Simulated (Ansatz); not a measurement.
# The honeycomb BAs bilayer (AB) between two gates, part 2 of 3

How do the bands of the honeycomb BAs bilayer (AB) follow a displacement field between two gates?

Ansatz 0.2.0; plane-wave DFT, PBE-D3(BJ), Ansatz PAW (the session's first sound run).

So far. Step 2 (Relaxing the slab): The lattice constant a goes from 3.390 to 3.371 Å.

### Step 3. Gated layer, displacement field 0, start network

The slab is cut off from its images along the normal. Two sheets of opposite charge stand for the gates, so the stack stays neutral in a displacement field; barriers ahead of the sheets keep electrons from leaking to them. The uncharged case sets the zero.

The cell differs from the one that the last finished run ended in (c 37.000 → 36.666 Å).

input.yaml reads:

```yaml
crystal:
  lattice:
    - [3.3712284435, 0.0, 0.0]
    - [-1.6856142217, 2.919569474, 0.0]
    - [0.0, 0.0, 36.6659091678]
  atoms:
    - { symbol: As, position: [0.6666666667, 0.3333333333, 0.4513761478] }
    - { symbol: B, position: [0.3333333333, 0.6666666667, 0.4500092968] }
    - { symbol: As, position: [0.0, 0.0, 0.5499907032] }
    - { symbol: B, position: [0.6666666667, 0.3333333333, 0.5486750998] }
  periodic: [true, true, false]
  symmetry: { detect: true }
kpoints:
  mp_grid: { grid: [48, 48, 1] }
  band_path:
    path: [[0, 0, 0], [0.5, 0, 0], [0.33333333, 0.33333333, 0], [0, 0, 0]]
    npoints: 16
hamiltonian:
  xc: pbe
  dispersion: d3bj
scf:
  occupations: { method: fermi_dirac, width: 0.02585 }
  convergence: { dr2_threshold: 1.0e-10 }
output:
  forces: true
  eigenvalues: true
  dos: { projected: true, e_range: [-3, 3], de: 0.01 }
  write_potential: true
  write_density: true
  volumetric_format: npy
  elf: true
external_charges:
  - { charge: 0, barrier: 10, axis: 3, height: 23.666, sigma: 0.25 }
  - { charge: 0, barrier: 10, axis: 3, height: 13.0, sigma: 0.25 }
```

On the command line:

```bash
ansatz run input.yaml --threads 4 --pin off --max-ram 8192MiB --backend cpu --events-out ev --progress --plain --runs-dir out
```

Numbers of over 12 decimals in the logs are rounded to 6 here.

What it wrote:

```text
[...]
Crystal: 4 atoms, lattice volume = 360.886 Å³
Basis set: ecut = 420 eV, 7131 PW (Γ), exchange–correlation on 48×48×500 points (8 copies of the dense FFT grid, shifted against one another)
Bands: 22, of which v1, the nominal top of the filled ones, is band 18 counted from 1 (17 counted from 0)
Symmetry: 6 space group operations
[...]
k-points: 217 of 2304 (time reversal used)
[...]
SCF iter   1: F=—  HF=-10023.398395 eV  |F-HF|=—  |Δ(HF+E_count)|=         —  Δρ=1.44e-3  dr2=1.30e-2  ethr=1.77e-3  ⟨swp⟩=12.9  Hψ=36628  notcnv=0
[...]
SCF iter  10: F=-10023.395638 eV  HF=-10023.395638 eV  |F-HF|=1.13e-10  |Δ(HF+E_count)|=   1.04e-8  Δρ=9.54e-8  dr2=4.29e-11  ethr=1.00e-12  ⟨swp⟩=15.1  Hψ=41951  notcnv=0
SCF 1 converged in 10 iterations: F = -10023.395638 eV  dr2 = 4.29e-11
[...]
NSCF: frozen V_eff on 49 k-points
WARN: The output density's exchange-correlation potential varies sharply where the density is thin. Do not read a vacuum level from v_tot or v_xc, or from such a field of the output density. On a cell that repeats whose density bears no net charge and no dipole along the vacuum's axis use v_es (v_loc + v_h of the components); under efield.dipole_correction with no amplitude use v_es + v_field, which holds any externa [...]
SCF converged after 10 iterations
Free energy (F): -10023.395638 eV
[...]
Internal energy: -10023.395638 eV  (E = F + TS)
E sigma→0 (E₀):  -10023.395638 eV
Entropy (-TS):   -0.000000 eV (-0.000 meV/atom)
Fermi energy:    -4.549438 eV
[...]
--- Forces (eV/Å), atoms and charges each counted from 1 ---
  atom   1  As     0.00000000    -0.00000000     0.00643582
  atom   2  B      0.00000000     0.00000000     0.00313327
  atom   3  As    -0.00000000    -0.00000000    -0.00772508
  atom   4  B      0.00000000     0.00000000    -0.00246153
  external charge   1     0.00000000     0.00000000     0.01112465
  external charge   2     0.00000000     0.00000000    -0.01050755
  max |Σ_I F_I| component, the external charges' with the atoms': 4.19e-7 eV/Å
--- Band table (eV; the first three rows and the last of 217) ---
  k-point 0: bands = [... 14 lower, -6.4758, -6.4758, -6.3444, -6.3444, -1.1543, -0.9556, -0.5768, -0.1163]
  k-point 1: bands = [... 14 lower, -6.5206, -6.4904, -6.3882, -6.3584, -1.1331, -0.9376, -0.5689, -0.1076]
  k-point 2: bands = [... 14 lower, -6.6506, -6.5333, -6.5152, -6.3994, -1.0809, -0.8932, -0.5484, -0.0727]
  k-point 216: bands = [... 14 lower, -10.9899, -10.8589, -5.3305, -4.8985, -4.2453, -3.7227, 1.2544, 1.6596]
```

Run time: 32 s. Hardware: 4 threads of AMD EPYC 9R14 (Zen 4), shared host; peak memory 1.7 GiB; 2.1 min of CPU time.

In the SCF lines HF is the Harris–Foulkes energy and dr2 the Hartree energy of the density residual, in eV; the loop may stop once dr2 is under the threshold and the program's other checks hold. Hψ counts applications of the Hamiltonian.

This step gave:

```yaml
gap_along_the_path: 0.6339 eV
smallest_direct_gap_along_the_path: 0.6532 eV
gap_the_smaller_of_path_and_mesh: 0.6339 eV
potential_beyond_the_upper_barrier_and_gate_less_the_barrier_from_the_fermi_level: 4.601 eV
```

Running mean over a fixed 2.8 Å (it still follows the layers) of the planar mean; beyond a gate it holds the 10 eV model barrier. Electron's electrostatic potential energy less the Fermi level against z:

| z (Å) | electron's electrostatic potential energy less the Fermi level (eV) |
| --- | --- |
| 4 | 14.5 |
| 5 | 14.5 |
| 6 | 14.5 |
| 7 | 14.5 |
| 8 | 14.5 |
| 9 | 14.5 |
| 10 | 14.5 |
| 11 | 14.5 |
| 12 | 13.1 |
| 13 | 9.48 |
| 14 | 5.62 |
| 15 | 0.826 |
| 16 | -3.50 |
| 17 | -3.68 |
| 18 | -0.331 |
| 19 | -1.51 |
| 20 | -3.82 |
| 21 | -2.43 |
| 22 | 2.65 |
| 23 | 7.09 |
| 24 | 10.8 |
| 25 | 14.1 |
| 26 | 14.6 |
| 27 | 14.6 |
| 28 | 14.6 |
| 29 | 14.6 |
| 30 | 14.6 |
| 31 | 14.6 |
| 32 | 14.6 |
| 33 | 14.6 |

The density of states has structure finer than the step of the table below, so its rows give means over 0.1 eV, whole bins alone (the curve runs from -3 to 2.29 eV). Peaks (eV: height): -2.88: 2.42, -1.17: 2.98, 1.05: 6.71.

The density of states by energy, zero at the Fermi level of the run, which the smearing sets inside the gap; means over each step:

energy (eV), density of states (states/eV a cell) and a bar:
```
     -2.9       1.89 ###########################
     -2.8       1.95 ###########################
     -2.7       1.88 ##########################
     -2.6       1.85 ##########################
     -2.5       1.83 ##########################
     -2.4       1.82 #########################
     -2.3       1.81 #########################
     -2.2       1.81 #########################
     -2.1       1.83 ##########################
     -2.0       1.85 ##########################
     -1.9       1.78 #########################
     -1.8       1.56 ######################
     -1.7       1.19 #################
     -1.6       1.11 ################
     -1.5       1.08 ###############
     -1.4       1.07 ###############
     -1.3       1.14 ################
     -1.2       1.85 ##########################
     -1.1       1.50 #####################
     -1.0       1.09 ###############
     -0.9       0.88 ############
     -0.8       0.69 ##########
     -0.7       0.54 ########
     -0.6       0.47 #######
     -0.5       0.43 ######
     -0.4       0.52 #######
     -0.3       0.17 ##
     -0.2       0.00 
     -0.1       0.00 
      0.0       0.00 
      0.1       0.00 
      0.2       0.00 
      0.3       0.11 ##
      0.4       0.26 ####
      0.5       0.28 ####
      0.6       0.31 ####
      0.7       0.37 #####
      0.8       0.49 #######
      0.9       0.90 #############
      1.0       2.14 ##############################
      1.1       1.88 ##########################
      1.2       1.31 ##################
      1.3       1.54 ######################
      1.4       1.34 ###################
      1.5       1.17 ################
      1.6       1.07 ###############
      1.7       1.01 ##############
      1.8       0.96 ##############
      1.9       0.93 #############
      2.0       0.92 #############
      2.1       1.32 ###################
      2.2       1.38 ###################
```

Projected DOS per atom over height of the atomic layer and energy from the Fermi level. Layers: BAs BAs from below.

Values in states/eV, 22 rows by 2 columns, each cell a mean:
```
0.349 0.273
0.224 0.221
0.234 0.248
0.279 0.322
0.307 0.373
0.453 0.353
0.135 0.063
0.107 0.029
0.030 0.002
0.000 0.000
0.005 0.035
0.075 0.152
0.122 0.165
0.237 0.265
0.363 0.405
0.267 0.269
0.301 0.291
0.426 0.481
0.453 0.450
0.448 0.453
0.458 0.467
0.446 0.475
```
Columns: height of the atomic layer (Å) from 16.5 to 20.1; rows upwards: energy from the Fermi level (eV) from -2.98 to 2.27.

Electronic bands along the path, in eV, zero at the Fermi level of the run, which the smearing sets inside the gap:

| point | band 15 | band 16 | band 17 | band 18 | band 19 | band 20 | band 21 | band 22 |
| --- | --- | --- | --- | --- | --- | --- | --- | --- |
| Γ | -1.93 | -1.93 | -1.79 | -1.79 | 3.40 | 3.59 | 3.97 | 4.43 |
| halfway | -4.01 | -3.19 | -3.03 | -2.64 | 2.74 | 3.03 | 3.99 | 4.69 |
| M | -4.03 | -3.86 | -1.84 | -1.18 | 1.05 | 1.31 | 2.06 | 2.37 |
| halfway | -5.33 | -5.16 | -1.51 | -0.86 | 0.99 | 1.12 | 3.99 | 4.31 |
| K | -6.44 | -6.31 | -0.78 | -0.35 | 0.30 | 0.83 | 5.80 | 6.21 |
| halfway | -4.08 | -3.94 | -3.68 | -2.34 | 3.42 | 4.06 | 4.30 | 4.47 |
| Γ | -1.93 | -1.93 | -1.79 | -1.79 | 3.40 | 3.59 | 3.97 | 4.43 |

The electronic bands as a text plot (rows in eV, shown from -8.3 to 2.4 only):

```
    2.1 |             +++++++++                + ++
    1.7 |               + ++                 ++ +
    1.3 |                ++++++++++++       +  +
    0.8 |                         ++++++++++ ++
    0.4 |                              ++++++
   -0.1 |
   -0.5 |                            **********
   -1.0 |                   ********* ******   *
   -1.4 |               ****      ****      *   *
   -1.9 |****         **    ******           **  ***         ****
   -2.3 |  *****    **   ***                   *    **    *****
   -2.8 |   *  *****    *                       *     *******
   -3.2 |    ***********                         ***   ******
   -3.6 |****  *    **********                      ***   ** ****
   -4.1 |       ****     ********                   ******
   -4.5 |    ****               **               ***   *****
   -5.0 |****    **               **            ***   *     *****
   -5.4 |          *               **          **     *
   -5.9 |           *                **     ***     **
   -6.3 |           **                *******      *
   -6.8 |            ***                         **
   -7.2 |             **                        *
   -7.7 |               **                     *
   -8.1 |                ***        ***********
         Γ                   M           K                      Γ
```

Valence density in the ca plane at fractional y = 0.333, with atoms of As and B within 0.2 Å of it. It is the smooth field of the valence electrons, not physical close to the nuclei.

Ten steps, logarithmic in the rise over the least value, from '0' (0 e/Å³) to '9' (24 e/Å³), each cell a mean:
```
00000000000000000001123321000012221000000000
00000000000000000001367631000122221000000000
00000000000000000001489841000122221000000000
00000000000000000001379741000122221000000000
00000000000000000001245421000112221000000000
00000000000000000000122210000012221000000000
00000000000000000000111110000012211000000000
00000000000000000000111110000012211000000000
00000000000000000000112110000012221000000000
```
Columns run along c (16.0 Å, from fractional 0.23 to 0.67 of the cell), rows up along a (3.4 Å). Atoms in or near the plane, at fractional coordinates: As at (0.45, 0.67), B at (0.55, 0.67).

Electrostatic potential energy in the ca plane at fractional y = 0.333, with atoms of As and B within 0.2 Å of it. With pseudopotentials it is smooth inside the atoms' cores, unlike the true potential.

Ten even steps from '0' (-23 eV) to '9' (10 eV), each cell a mean:
```
99999999999997766665410135666653345666777799
99999999999997766665125304666530014666777799
99999999999997766664069703666510003666777799
99999999999997766664048504666520003666777799
99999999999997766665211125666642135666777799
99999999999997766666532356666654345666777799
99999999999997766666554556666653235666777799
99999999999997766666554556666653235666777799
99999999999997766666544456666654345666777799
```
Columns run along c (16.0 Å, from fractional 0.23 to 0.67 of the cell; values clipped at the 3rd and 97th percentile), rows up along a (3.4 Å). Atoms in or near the plane, at fractional coordinates: As at (0.45, 0.67), B at (0.55, 0.67).

ELF in the ca plane at fractional y = 0.333, with atoms of As and B within 0.2 Å of it. It is the smooth field of the valence electrons, not physical close to the nuclei.

Ten even steps from '0' (0.00) to '9' (0.78), each cell a mean:
```
00000000000000001357888887302689998531000000
00000000000000002478754578412676577531000000
00000000000000013588732378512551025531000000
00000000000000012578742478512563246531000000
00000000000000001468876787312689898531000000
00000000000000000246888886202589997531000000
00000000000000000124677753102567776542000000
00000000000000000023566642002566666542000000
00000000000000000135788874102578887531000000
```
Columns run along c (16.0 Å, from fractional 0.23 to 0.67 of the cell), rows up along a (3.4 Å). Atoms in or near the plane, at fractional coordinates: As at (0.45, 0.67), B at (0.55, 0.67).

The gap, the smaller of path and mesh, is 0.634 eV.

### Step 4. Gated layer, displacement field 0.905 V/nm

Edit input.yaml of step 3 so:

```diff
@@ -26,3 +26,2 @@
   eigenvalues: true
-  dos: { projected: true, e_range: [-3, 3], de: 0.01 }
   write_potential: true
@@ -30,5 +29,6 @@
   volumetric_format: npy
-  elf: true
 external_charges:
   - { charge: 0, barrier: 10, axis: 3, height: 23.666, sigma: 0.25 }
+  - { charge: -0.004921, axis: 3, height: 25.166, sigma: 0.5 }
   - { charge: 0, barrier: 10, axis: 3, height: 13.0, sigma: 0.25 }
+  - { charge: 0.004921, axis: 3, height: 11.5, sigma: 0.5 }
```

What it wrote:

```text
[...]
Crystal: 4 atoms, lattice volume = 360.886 Å³
Basis set: ecut = 420 eV, 7131 PW (Γ), exchange–correlation on 48×48×500 points (8 copies of the dense FFT grid, shifted against one another)
Bands: 22, of which v1, the nominal top of the filled ones, is band 18 counted from 1 (17 counted from 0)
Symmetry: 6 space group operations
[...]
k-points: 217 of 2304 (time reversal used)
[...]
SCF iter   1: F=—  HF=-10024.707240 eV  |F-HF|=—  |Δ(HF+E_count)|=         —  Δρ=3.06e-2  dr2=4.57e0  ethr=3.10e-3  ⟨swp⟩=13.4  Hψ=36805  notcnv=0
[...]
SCF iter  12: F=-10023.393517 eV  HF=-10023.393517 eV  |F-HF|=1.60e-10  |Δ(HF+E_count)|=  4.44e-10  Δρ=1.36e-7  dr2=6.15e-11  ethr=1.00e-12  ⟨swp⟩=12.0  Hψ=45644  notcnv=0
SCF 1 converged in 12 iterations: F = -10023.393517 eV  dr2 = 6.15e-11
[...]
SCF converged after 12 iterations
Free energy (F): -10023.393517 eV
[...]
Internal energy: -10023.393517 eV  (E = F + TS)
E sigma→0 (E₀):  -10023.393517 eV
Entropy (-TS):   -0.000000 eV (-0.000 meV/atom)
Fermi energy:    -4.551906 eV
[...]
--- Forces (eV/Å), atoms and charges each counted from 1 ---
  atom   1  As     0.00000000    -0.00000000     0.01054199
  atom   2  B      0.00000000     0.00000000    -0.00144555
  atom   3  As     0.00000000     0.00000000    -0.00729929
  atom   4  B      0.00000000     0.00000000    -0.00139297
  external charge   1     0.00000000     0.00000000     0.01061629
  external charge   2     0.00000000     0.00000000    -0.00022284
  external charge   3     0.00000000     0.00000000    -0.01102182
  external charge   4     0.00000000     0.00000000     0.00022234
  max |Σ_I F_I| component, the external charges' with the atoms': 1.85e-6 eV/Å
--- Band table (eV; the first three rows and the last of 217) ---
  k-point 0: bands = [... 14 lower, -6.4974, -6.4974, -6.3216, -6.3216, -1.1698, -0.9371, -0.5856, -0.1367]
  k-point 1: bands = [... 14 lower, -6.5420, -6.5119, -6.3655, -6.3356, -1.1488, -0.9188, -0.5777, -0.1276]
  k-point 2: bands = [... 14 lower, -6.6717, -6.5546, -6.4929, -6.3769, -1.0972, -0.8739, -0.5569, -0.0914]
  k-point 216: bands = [... 14 lower, -11.0133, -10.8344, -5.3444, -4.8716, -4.2712, -3.7088, 1.2486, 1.6929]
```

The job ended after 35 s (4 threads; peak memory 1.6 GiB).

This step gave:

| Item | Value |
| --- | --- |
| gap along the path | 0.5904 eV |
| smallest direct gap along the path | 0.6004 eV |
| gap, the smaller of path and mesh | 0.5904 eV |
| potential beyond the upper barrier and gate, less the barrier, from the Fermi level | 4.957 eV |

The electronic bands at the labelled points (eV, zero at the Fermi level of the run, which the smearing sets inside the gap):

| point | band 15 | band 16 | band 17 | band 18 | band 19 | band 20 | band 21 | band 22 |
| --- | --- | --- | --- | --- | --- | --- | --- | --- |
| Γ | -1.95 | -1.95 | -1.77 | -1.77 | 3.38 | 3.61 | 3.97 | 4.42 |
| halfway | -4.01 | -3.20 | -3.00 | -2.63 | 2.73 | 3.04 | 3.99 | 4.70 |
| M | -4.04 | -3.84 | -1.85 | -1.17 | 1.05 | 1.33 | 2.05 | 2.38 |
| halfway | -5.35 | -5.14 | -1.52 | -0.85 | 0.97 | 1.14 | 3.99 | 4.32 |
| K | -6.46 | -6.28 | -0.79 | -0.32 | 0.28 | 0.84 | 5.80 | 6.24 |
| halfway | -4.10 | -3.91 | -3.68 | -2.33 | 3.42 | 4.05 | 4.31 | 4.48 |
| Γ | -1.95 | -1.95 | -1.77 | -1.77 | 3.38 | 3.61 | 3.97 | 4.42 |

The electronic bands as a text plot (rows in eV, shown from -8.3 to 2.4 only):

```
    2.2 |             ++++++++++               + ++
    1.7 |               + ++                 ++ +
    1.3 |                ++++++++++++       +  +
    0.8 |                   +++ ++++++++++++ ++
    0.4 |                             +++++++
   -0.1 |
   -0.5 |                            **********
   -1.0 |                   ********* ******   *
   -1.4 |                ***      ****      *   *
   -1.8 |****         ***   ******           **  ***         ****
   -2.3 |  *****    **    **                   *    **    ******
   -2.7 |   *  *****    **                      *     *******
   -3.2 |    ***********                         ***   ******
   -3.6 |****  *    **********                      ***   ** ****
   -4.1 |       ****     ********                   ******
   -4.5 |      **               **               ***   *****
   -5.0 |******  **               **            ***   *     *****
   -5.4 |          *               **          **     *
   -5.9 |           *                **     ****    **
   -6.3 |           **                *******      *
   -6.8 |            ***                         **
   -7.2 |             **                        *
   -7.6 |               **                     *
   -8.1 |                ***        ***********
         Γ                   M           K                      Γ
```

The gap, the smaller of path and mesh, is 0.590 eV.

### Step 5. Gated layer, displacement field 1.81 V/nm

Edit input.yaml of step 4 so:

```diff
@@ -31,4 +31,4 @@
   - { charge: 0, barrier: 10, axis: 3, height: 23.666, sigma: 0.25 }
-  - { charge: -0.004921, axis: 3, height: 25.166, sigma: 0.5 }
+  - { charge: -0.009843, axis: 3, height: 25.166, sigma: 0.5 }
   - { charge: 0, barrier: 10, axis: 3, height: 13.0, sigma: 0.25 }
-  - { charge: 0.004921, axis: 3, height: 11.5, sigma: 0.5 }
+  - { charge: 0.009843, axis: 3, height: 11.5, sigma: 0.5 }
```

What it wrote:

```text
[...]
Crystal: 4 atoms, lattice volume = 360.886 Å³
Basis set: ecut = 420 eV, 7131 PW (Γ), exchange–correlation on 48×48×500 points (8 copies of the dense FFT grid, shifted against one another)
Bands: 22, of which v1, the nominal top of the filled ones, is band 18 counted from 1 (17 counted from 0)
Symmetry: 6 space group operations
[...]
k-points: 217 of 2304 (time reversal used)
[...]
--- Band table (eV; the first three rows and the last of 217) ---
  k-point 0: bands = [... 14 lower, -6.5204, -6.5204, -6.2990, -6.2990, -1.1884, -0.9181, -0.6060, -0.1592]
  k-point 1: bands = [... 14 lower, -6.5650, -6.5349, -6.3429, -6.3131, -1.1676, -0.8997, -0.5979, -0.1498]
  k-point 2: bands = [... 14 lower, -6.6945, -6.5774, -6.4705, -6.3544, -1.1164, -0.8547, -0.5765, -0.1127]
  k-point 216: bands = [... 14 lower, -11.0376, -10.8106, -5.3599, -4.8455, -4.2980, -3.6951, 1.2398, 1.7247]
[key lines of the parts left out:]
SCF converged after 12 iterations
Free energy (F): -10023.388165 eV
Fermi energy:    -4.554692 eV
```

The job ended after 35 s (4 threads; peak memory 1.6 GiB; 2.3 min of CPU time).

The gap, the smaller of path and mesh, is 0.546 eV.

(Continued in part 3 of 3.)

[Logs are printed without paths, hosts, clocks, repeated set-up lines and the standing remarks that a program may print on its own settings, such as how far it seeks lower states.]

[Hosts, paths, dates, database ids (printed as entryN), source tags and the programs' standing remarks are cut or masked in the printed files.]

[Maps of the electrostatic potential energy from Ansatz leave out the sawtooth potential of an applied field or a dipole correction, so their vacuum need not be flat; planar profiles and work functions include it.]
